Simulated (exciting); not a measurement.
# Se K-edge absorption of CaSe, all-electron BSE, part 2 of 3

Aim: the Se K absorption edge of CaSe with the electron–hole interaction treated explicitly, and what each term of the kernel does.

exciting sodium; X-ray absorption, core-level Bethe-Salpeter equation, exchange and statically screened direct term, Tamm-Dancoff, all-electron LAPW+lo LDA.

So far. Step 3 (A richer basis for the empty states): Against the first ground state the total energy moves by -6 meV an atom and the gap by 0.00 eV.

The database entry behind the starting cell differs from later determinations by our own check (0.1 to 0.3 % short, probably kX units), so it need not match the best structure at ambient conditions.

### Step 4. Screening, kernels and BSE for Se atom 1

The absorber has 6 Ca at 2.96 Å (octahedral, site symmetry m-3m).

input.xml reads:

```
<input>
  <title>CaSe</title>
  <structure speciespath="." autormt="false" epslat="1.0e-5">
    <crystal>
      <basevect>0.0000000000 5.5860304234 5.5860304234</basevect>
      <basevect>5.5860304234 0.0000000000 5.5860304234</basevect>
      <basevect>5.5860304234 5.5860304234 0.0000000000</basevect>
    </crystal>
    <species speciesfile="Se.xml" rmt="2.300">
      <atom coord="0.5000000000 0.5000000000 0.5000000000"/>
    </species>
    <species speciesfile="Ca.xml" rmt="2.464">
      <atom coord="0.0000000000 0.0000000000 0.0000000000"/>
    </species>
  </structure>
  <groundstate do="skip" xctype="LDA_PW" ngridk="4 4 4" rgkmax="7" gmaxvr="14" nempty="8" swidth="0.001" maxscl="100" epsengy="1e-5"/>
  <xs xstype="BSE" ngridk="5 5 5" ngridq="5 5 5" vkloff="0.097 0.273 0.493" rgkmax="7" nempty="29" gqmax="3" lmaxapwwf="5" lmaxemat="2" broad="0.04300" tevout="true">
    <energywindow intv="457.971 459.588" points="439"/>
    <screening screentype="full" nempty="48"/>
    <BSE xas="true" xasspecies="1" xasatom="1" xasedge="K" bsetype="singlet" nstlxas="1 25"/>
    <qpointset>
      <qpoint>0 0 0</qpoint>
    </qpointset>
    <plan>
      <doonly task="xsgeneigvec"/>
      <doonly task="writepmatxs"/>
      <doonly task="scrgeneigvec"/>
      <doonly task="scrwritepmat"/>
      <doonly task="screen"/>
      <doonly task="scrcoulint"/>
      <doonly task="exccoulint"/>
    </plan>
  </xs>
</input>
```

input.xml for the last start (plan only) reads:

```
  <plan>
    <doonly task="bse"/>
  </plan>
```

The run is started by

```bash
OMP_NUM_THREADS=1 mpirun -n 4 exciting
OMP_NUM_THREADS=4 exciting
```

Numbers of over 12 decimals in the logs are rounded to 6 here.

What it wrote:

```text
| EXCITING SODIUM started for task xsgeneigvec ( 301)                          =
One-shot GS runs for BSE calculations
One-shot GS runs for k+qmt/2 grids
Info(xsgeneigvec): Generating eigenvectors for Q-point      1
Info(xsgeneigvec): Generation of eigenvectors finished
| EXCITING SODIUM started for task writepmatxs ( 320)                          =
Info(writepmatxs): Momentum matrix elements finished
| EXCITING SODIUM started for task scrgeneigvec ( 401)                         =
One-shot GS runs for BSE calculations
One-shot GS runs for k+qmt/2 grids
Info(xsgeneigvec): Generating eigenvectors for Q-point      1
Using screening GS parameters.
Info(xsgeneigvec): Generation of eigenvectors finished
| EXCITING SODIUM started for task scrwritepmat ( 420)                         =
Info(writepmatxs): Momentum matrix elements finished
Info(scrwritepmat): Momentum matrix elements for screening finished
| EXCITING SODIUM started for task screen ( 430)                               =
Info(screenlauncher): Calculating screening for unshifted q-grid.
Info(screenlauncher): Number of q points:      10
Info(screenlauncher): lowest (partially)  unoccupied state:     14
Info(screenlauncher): highest (partially) occupied state  :     13
Info(screenlauncher): number of occupied states considered:   13
Info(screenlauncher): number of unoccupied states considered:   49
Info(screenlauncher): Starting loop over q-points
Info(screenlauncher): Screening for unshifted q-grid finished
Info(screenlauncher): Screening finished
| EXCITING SODIUM started for task scrcoulint ( 440)                           =
Info(scrcoulintlauncher): Setting up screened Coulomb interaction matrix W.
Info(scrcoulintlauncher): Using momentum transfer vectors from list :   1 to  1
Info(scrcoulintlauncher): Calculating screened Coulomb interaction matrix W
Info(scrcoulintlauncher): Momentum transfer list index: iqmt=  1
Info(scrcoulintlauncher): Momentum transfer: vqmtl=   0.000   0.000   0.000
Info(scrcoulintlauncher): Calculating RR block of W
Info(scrcoulint): Inspecting occupations...
Info(setranges_modxs): Number of non-reduced k-points:      125
Info(setranges_modxs): Number of states considered:       43
Info(setranges_modxs): Number of (partially) occupied states:       18
Info(setranges_modxs): Highest (partially) occupied states:       13
Info(setranges_modxs): Number of (partially) unoccupied states:       30
Info(setranges_modxs): Lowest (partially) unoccupied states:       14
Info(scrcoulint): Selecting transitions...
Info(select_transitions): Inspecting transitions in the  band interval:
  lowest occupied state:   1
  highest occupied state:   2
  lowest unoccupied state:  14
  highest unoccupied state:  38
  Opening gap with a scissor of:      0.000/H      0.000/eV
Info(select_transitions): Number of participating transitions:    6250
Info(scrcoulint): Size of file SCCLI will be about     0.293367 GB
Info(scrcoulint): Using q-grid
Info(scrcoulint): Number of reduced q-points:     10
Info(scrcoulint): Number of non-reduced q-points:    125
Info(scrcoulint): Calculating W(G1,G2,qr) fourier coefficients
Info(scrcoulint): Calculating W matrix elements
Info(scrcoulintlauncher): Screened coulomb interaction finished for iqmt=   1
| EXCITING SODIUM started for task exccoulint ( 441)                           =
Info(exccoulintlauncher): Setting up exchange interaction matrix V.
Info(exccoulintlauncher): Using momentum transfer vectors from list :   1 to  1
Info(exccoulintlauncher):Calculating exchange interaction matrix V
Info(exccoulintlauncher): Momentum transfer list index: iqmt=  1
Info(exccoulintlauncher): Momentum transfer: vqmtl=   0.000   0.000   0.000
Info(exccoulintlauncher): Calculating RR block of V
Info(exccoulint): Inspecting occupations...
Info(setranges_modxs): Number of non-reduced k-points:      125
Info(setranges_modxs): Number of states considered:       43
Info(setranges_modxs): Number of (partially) occupied states:       18
Info(setranges_modxs): Highest (partially) occupied states:       13
Info(setranges_modxs): Number of (partially) unoccupied states:       30
Info(setranges_modxs): Lowest (partially) unoccupied states:       14
Info(exccoulint): Selecting transitions...
Info(select_transitions): Inspecting transitions in the  band interval:
  lowest occupied state:   1
  highest occupied state:   2
  lowest unoccupied state:  14
  highest unoccupied state:  38
  Opening gap with a scissor of:      0.000/H      0.000/eV
Info(select_transitions): Number of participating transitions:    6250
Info(exccoulint): Size of file EXCLI will be about     0.293367 GB
Info(exccoulint): Generating plane wave matrix elements for momentum transfer iqmt=   1
  Timing (in seconds)	   :     605.721
Info(exccoulint): Generating V matrix elements
Info(exccoulint): Zeroing Coulomb potential at G+qmt index:  1
Info(exccoulintlauncher): Exchange interaction finished for iqmt=   1
| EXCITING SODIUM started for task bse ( 445)                                  =
Info(bselauncher): Init time:    0.522023
Info(bselauncher): Setting up and diagonalizing BSE Hamiltonian.
Info(bselauncher): Using momentum transfer vectors from list :   1 to  1
Info(bselauncher): Distributing qmt-points over   1 processes.
Info(bselauncher): BSE type: singlet
Info(bselauncher): Momentum transfer list index: iqmt=  1
Info(bselauncher): Momentum transfer: vqmtl=   0.000   0.000   0.000
Info(bse): Inspecting occupations...
Info(setranges_modxs): Number of non-reduced k-points:      125
Info(setranges_modxs): Number of states considered:       43
Info(setranges_modxs): Number of (partially) occupied states:       18
Info(setranges_modxs): Highest (partially) occupied states:       13
Info(setranges_modxs): Number of (partially) unoccupied states:       30
Info(setranges_modxs): Lowest (partially) unoccupied states:       14
Info(select_transitions): Inspecting transitions in the  band interval:
  lowest occupied state:   1
  highest occupied state:   2
  lowest unoccupied state:  14
  highest unoccupied state:  38
  Opening gap with a scissor of:      0.000/H      0.000/eV
Info(select_transitions): Number of participating transitions:    6250
Info(bse): Selecting transitions...
Info(bse):bsegap (eV): 12474.100396
Info(bse): Assembling BSE matrix
  RR/RA blocks of global BSE-Hamiltonian:
  Size of the Hamiltonian:    6250
  Number of k-points:     125
  Distributing matrix to   1 processes
  Local matrix shape   6250 x  6250
Info(bse): max local RAM needed for BSE matrices ~     0.582077 GB
Info(setup_bse_block): Setting up RR part of hamiltonian
Info(setup_bse_block): Singlet spin state
Info(bse): Diagonalizing RR Hamiltonian (TDA)
Info(bse): Invoking Lapack routine ZHEEVR
      6250 eigen solutions found in the interval:
         i1=       1 i2=    6250
Info(bse): Writing excition energies and oscillator strengths to text file.
Info(makespectrum_dist): Making spectrum using formula for coupling with time reversed AR basis.
Info(makespectrum_dist): Using formalism for vanishing momentum transfer.
Info(writederived): Writing quantities derived from the macroscopic dielectric function.
Info(bselauncher): Spectrum finished for iqmt=  1
Info(bselauncher): All done for BSE type singlet
```

Elapsed: 22 min, on 4 MPI ranks of Arm Neoverse V2, shared host.

Wall time by task: xsgeneigvec 3.5 s, writepmatxs 7.9 s, scrgeneigvec 2.6 s, scrwritepmat 1.8 s, screen 94 s, scrcoulint 7.8 min, exccoulint 10 min, bse 2 min.

The Se K spectrum of Se atom 1 (energy from the Kohn–Sham onset, core level to the lowest empty state found on the meshes used, 12474.02 eV; the ground-state mesh sets it, and the shifted mesh has its lowest transition 0.08 eV above it; Im ε scaled to the maximum of the singlet run; cut below the end of the band set):

```csv
E (eV),Im ε
-8.5,0.03
-8.0,0.03
-7.5,0.03
-7.0,0.03
-6.5,0.04
-6.0,0.04
-5.5,0.05
-5.0,0.05
-4.5,0.06
-4.0,0.07
-3.5,0.08
-3.0,0.09
-2.5,0.11
-2.0,0.13
-1.5,0.17
-1.0,0.22
-0.5,0.29
0.0,0.41
0.5,0.55
1.0,0.69
1.5,0.82
2.0,0.91
2.5,0.98
3.0,1.00
3.5,0.98
4.0,0.97
4.5,0.98
5.0,0.99
5.5,0.99
6.0,0.97
6.5,0.88
7.0,0.76
7.5,0.63
8.0,0.53
8.5,0.45
9.0,0.40
9.5,0.38
10.0,0.37
10.5,0.36
11.0,0.36
11.5,0.35
12.0,0.35
12.5,0.35
13.0,0.38
13.5,0.42
14.0,0.45
14.5,0.48
15.0,0.49
15.5,0.49
16.0,0.48
16.5,0.46
17.0,0.44
17.5,0.42
18.0,0.41
18.5,0.40
19.0,0.41
19.5,0.41
20.0,0.42
20.5,0.43
21.0,0.44
```

Maxima (height): 2.9 eV (1.00), 5.3 eV (1.00) and 15.3 eV (0.49).

The Hamiltonian has 6250 rows. The lowest groups of eigenvalues and the brightest ones, on the scale above (the program counts from the shifted mesh's onset, 0.08 eV higher). Core spinors bring spin-forbidden partners, so dark means forbidden by spin or by symmetry, and the shifted mesh splits states that symmetry would keep together:

```csv
energy (eV),states within 10 meV,relative strength
-0.287,2,0.0088
-0.109,2,0.0082
-0.094,2,0.022
0.032,2,0.0012
0.060,2,0.10
0.097,2,0.012
4.226,2,0.52
4.559,2,0.43
4.573,4,0.82
5.839,2,0.47
5.855,4,1.00
6.356,4,0.44
6.665,4,0.43
```

### Step 5. Independent particles

Edit input.xml of step 4 so:

```diff
@@ -19,3 +19,3 @@
     <screening screentype="full" nempty="48"/>
-    <BSE xas="true" xasspecies="1" xasatom="1" xasedge="K" bsetype="singlet" nstlxas="1 25"/>
+    <BSE xas="true" xasspecies="1" xasatom="1" xasedge="K" bsetype="IP" nstlxas="1 25"/>
     <qpointset>
@@ -24,9 +24,3 @@
     <plan>
-      <doonly task="xsgeneigvec"/>
-      <doonly task="writepmatxs"/>
-      <doonly task="scrgeneigvec"/>
-      <doonly task="scrwritepmat"/>
-      <doonly task="screen"/>
-      <doonly task="scrcoulint"/>
-      <doonly task="exccoulint"/>
+      <doonly task="bse"/>
     </plan>
```

The run is started by

```bash
OMP_NUM_THREADS=4 exciting
```

What it wrote:

```text
| EXCITING SODIUM started for task bse ( 445)                                  =
Info(bselauncher): Init time:    0.528709
Info(bselauncher): Setting up and diagonalizing BSE Hamiltonian.
Info(bselauncher): Using momentum transfer vectors from list :   1 to  1
Info(bselauncher): Distributing qmt-points over   1 processes.
Info(bselauncher): BSE type: IP
Info(bselauncher): Momentum transfer list index: iqmt=  1
Info(bselauncher): Momentum transfer: vqmtl=   0.000   0.000   0.000
Info(bse): Inspecting occupations...
Info(setranges_modxs): Number of non-reduced k-points:      125
[...]
highest unoccupied state:  38
  Opening gap with a scissor of:      0.000/H      0.000/eV
Info(select_transitions): Number of participating transitions:    6250
Info(bse): Selecting transitions...
Info(bse):bsegap (eV): 12474.100396
Info(bse): IP requested, nothing much to do
Info(bse): Writing excition energies and oscillator strengths to text file.
Info(makespectrum_dist): Making spectrum using formula for coupling with time reversed AR basis.
Info(makespectrum_dist): Using formalism for vanishing momentum transfer.
Info(writederived): Writing quantities derived from the macroscopic dielectric function.
Info(bselauncher): Spectrum finished for iqmt=  1
Info(bselauncher): All done for BSE type IP
```

The job ended after 1.5 s (4 threads).

Maxima (height): 7.6 eV (0.95) and 16.7 eV (0.54). Against the singlet run the r.m.s. difference is 42 %. Moving the earlier curve by +2.4 eV leaves 20 %. The highest maximum lies at 7.6 eV (0.95), against 2.9 eV (1.00).

### Step 6. Exchange alone

Edit input.xml of step 5 so:

```diff
@@ -19,3 +19,3 @@
     <screening screentype="full" nempty="48"/>
-    <BSE xas="true" xasspecies="1" xasatom="1" xasedge="K" bsetype="IP" nstlxas="1 25"/>
+    <BSE xas="true" xasspecies="1" xasatom="1" xasedge="K" bsetype="RPA" nstlxas="1 25"/>
     <qpointset>
```

The run is started by

```bash
OMP_NUM_THREADS=4 exciting
```

What it wrote:

```text
| EXCITING SODIUM started for task bse ( 445)                                  =
Info(bselauncher): Init time:    0.530713
Info(bselauncher): Setting up and diagonalizing BSE Hamiltonian.
Info(bselauncher): Using momentum transfer vectors from list :   1 to  1
Info(bselauncher): Distributing qmt-points over   1 processes.
Info(bselauncher): BSE type: RPA
Info(bselauncher): Momentum transfer list index: iqmt=  1
Info(bselauncher): Momentum transfer: vqmtl=   0.000   0.000   0.000
Info(bse): Inspecting occupations...
Info(setranges_modxs): Number of non-reduced k-points:      125
[...]
Info(setup_bse_block): Setting up RR part of hamiltonian
Info(setup_bse_block): Using RPA approximation
Info(bse): Diagonalizing RR Hamiltonian (TDA)
Info(bse): Invoking Lapack routine ZHEEVR
      6250 eigen solutions found in the interval:
         i1=       1 i2=    6250
Info(bse): Writing excition energies and oscillator strengths to text file.
Info(makespectrum_dist): Making spectrum using formula for coupling with time reversed AR basis.
Info(makespectrum_dist): Using formalism for vanishing momentum transfer.
Info(writederived): Writing quantities derived from the macroscopic dielectric function.
Info(bselauncher): Spectrum finished for iqmt=  1
Info(bselauncher): All done for BSE type RPA
```

The job ended after 2.1 min (4 threads).

Maxima (height): 7.6 eV (0.95) and 16.7 eV (0.54). The spectrum is that of the independent-particle run within 1 %.

### Step 7. Direct term alone

Edit input.xml of step 6 so:

```diff
@@ -19,3 +19,3 @@
     <screening screentype="full" nempty="48"/>
-    <BSE xas="true" xasspecies="1" xasatom="1" xasedge="K" bsetype="RPA" nstlxas="1 25"/>
+    <BSE xas="true" xasspecies="1" xasatom="1" xasedge="K" bsetype="triplet" nstlxas="1 25"/>
     <qpointset>
```

The run is started by

```bash
OMP_NUM_THREADS=4 exciting
```

What it wrote:

```text
| EXCITING SODIUM started for task bse ( 445)                                  =
Info(bselauncher): Init time:    0.522246
Info(bselauncher): Setting up and diagonalizing BSE Hamiltonian.
Info(bselauncher): Using momentum transfer vectors from list :   1 to  1
Info(bselauncher): Distributing qmt-points over   1 processes.
Info(bselauncher): BSE type: triplet
Info(bselauncher): Momentum transfer list index: iqmt=  1
Info(bselauncher): Momentum transfer: vqmtl=   0.000   0.000   0.000
Info(bse): Inspecting occupations...
[...]
Info(setup_bse_block): Setting up RR part of hamiltonian
Info(setup_bse_block): Triplet spin state
Info(bse): Diagonalizing RR Hamiltonian (TDA)
Info(bse): Invoking Lapack routine ZHEEVR
      6250 eigen solutions found in the interval:
         i1=       1 i2=    6250
Info(bse): Writing excition energies and oscillator strengths to text file.
Info(makespectrum_dist): Making spectrum using formula for coupling with time reversed AR basis.
Info(makespectrum_dist): Using formalism for vanishing momentum transfer.
Info(writederived): Writing quantities derived from the macroscopic dielectric function.
Info(bselauncher): Spectrum finished for iqmt=  1
Info(bselauncher): All done for BSE type triplet
```

It took 2 min on 4 threads.

Maxima (height): 2.9 eV (1.00), 5.3 eV (1.00) and 15.3 eV (0.49). The spectrum is that of the singlet run within 1 %.

### Step 8. Another input

In this try the input is made faulty on purpose, to show what that does.

Edit input.xml of step 7 so:

```diff
@@ -16,6 +16,6 @@
   <groundstate do="skip" xctype="LDA_PW" ngridk="4 4 4" rgkmax="7" gmaxvr="14" nempty="8" swidth="0.001" maxscl="100" epsengy="1e-5"/>
-  <xs xstype="BSE" ngridk="5 5 5" ngridq="5 5 5" vkloff="0.097 0.273 0.493" rgkmax="7" nempty="29" gqmax="3" lmaxapwwf="5" lmaxemat="2" broad="0.04300" tevout="true">
+  <xs xstype="BSE" ngridk="5 5 5" ngridq="5 5 5" vkloff="0.097 0.273 0.493" rgkmax="7" nempty="29" gqmax="0.6" lmaxapwwf="5" lmaxemat="2" broad="0.04300" tevout="true">
     <energywindow intv="457.971 459.588" points="439"/>
     <screening screentype="full" nempty="48"/>
-    <BSE xas="true" xasspecies="1" xasatom="1" xasedge="K" bsetype="triplet" nstlxas="1 25"/>
+    <BSE xas="true" xasspecies="1" xasatom="1" xasedge="K" bsetype="singlet" nstlxas="1 25"/>
     <qpointset>
@@ -24,3 +24,6 @@
     <plan>
-      <doonly task="bse"/>
+      <doonly task="xsgeneigvec"/>
+      <doonly task="screen"/>
+      <doonly task="scrcoulint"/>
+      <doonly task="exccoulint"/>
     </plan>
```

input.xml for the last start (plan only) reads:

```
  <plan>
    <doonly task="bse"/>
  </plan>
```

The run is started by

```bash
OMP_NUM_THREADS=1 mpirun -n 4 exciting
OMP_NUM_THREADS=4 exciting
```

What it wrote:

```text
| EXCITING SODIUM started for task xsgeneigvec ( 301)                          =
One-shot GS runs for BSE calculations
One-shot GS runs for k+qmt/2 grids
Info(xsgeneigvec): Generating eigenvectors for Q-point      1
Info(xsgeneigvec): Generation of eigenvectors finished
| EXCITING SODIUM started for task screen ( 430)                               =
Info(screenlauncher): Calculating screening for unshifted q-grid.
Info(screenlauncher): Number of q points:      10
Info(screenlauncher): lowest (partially)  unoccupied state:     14
[...]
Info(setup_bse_block): Setting up RR part of hamiltonian
Info(setup_bse_block): Singlet spin state
Info(bse): Diagonalizing RR Hamiltonian (TDA)
Info(bse): Invoking Lapack routine ZHEEVR
      6250 eigen solutions found in the interval:
         i1=       1 i2=    6250
Info(bse): Writing excition energies and oscillator strengths to text file.
Info(makespectrum_dist): Making spectrum using formula for coupling with time reversed AR basis.
Info(makespectrum_dist): Using formalism for vanishing momentum transfer.
Info(writederived): Writing quantities derived from the macroscopic dielectric function.
Info(bselauncher): Spectrum finished for iqmt=  1
Info(bselauncher): All done for BSE type singlet
```

Run time: 5.2 min. Hardware: 4 MPI ranks.

The input has a fault: the cutoff of the kernels is far too low. Against the singlet run the r.m.s. difference is 20 %. The highest maximum lies at 6.2 eV (0.99), against 2.9 eV (1.00). The first bright state moves from 0.06 to 0.11 eV. The kernels miss the short-range part of the Coulomb interaction, its components above their cutoff.

```csv
E (eV),first run,this run
-8.0,0.03,0.02
-7.0,0.03,0.03
-6.0,0.04,0.03
-5.0,0.05,0.04
-4.0,0.07,0.05
-3.0,0.09,0.07
-2.0,0.13,0.09
-1.0,0.22,0.15
0.0,0.41,0.26
1.0,0.69,0.45
2.0,0.91,0.61
3.0,1.00,0.74
4.0,0.97,0.80
5.0,0.99,0.88
6.0,0.97,0.98
7.0,0.76,0.89
8.0,0.53,0.64
9.0,0.40,0.46
10.0,0.37,0.40
11.0,0.36,0.38
12.0,0.35,0.36
13.0,0.38,0.38
14.0,0.45,0.45
15.0,0.49,0.52
16.0,0.48,0.53
17.0,0.44,0.50
18.0,0.41,0.46
19.0,0.41,0.46
20.0,0.42,0.47
21.0,0.44,0.50
```

(Continued in part 3 of 3.)

[Banner, clock and machine lines of the logs are left out without a mark of their own.]

[Logs are printed without paths, hosts, clocks, repeated set-up lines and the standing remarks that a program may print on its own settings, such as how far it seeks lower states.]

[Hosts, paths, dates, database ids (printed as entryN), source tags and the programs' standing remarks are cut or masked in the printed files.]
